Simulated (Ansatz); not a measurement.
Cu Kα1 powder pattern (kinematic, no thermal factors).
| 2θ (°) | relative intensity |
| --- | --- |
| 33.15 | 100 |
| 34.70 | 44 |
| 41.55 | 53 |
| 49.29 | 65 |
| 55.21 | 23 |
| 66.83 | 12 |
| 72.31 | 10 |
| 72.75 | 19 |
| 73.22 | 5 |
| 76.67 | 16 |
| 77.55 | 16 |
| 81.85 | 13 |

The pattern is computed from a structure relaxed with DFT PBE, scalar-relativistic, plane waves, PAW (Ansatz). No spin polarisation. Its elements are Li.

Question: Give the structure.

Answer: Li.
Space group I4_1/amd:1 (No. 141). a = 2.797 Å, b = 2.797 Å, c = 10.333 Å, α = 90.00°, β = 90.00°, γ = 90.00°
```json
{"atom": "Li", "site": "4b", "symmetry": "-4m2", "x": "0.5000", "y": "0.5000", "z": "0.0000"}
```

A pattern alone doesn't exclude other cells with like lines; this is the one computed.

The cell was found from a structure generator's guess, not taken from experiment.
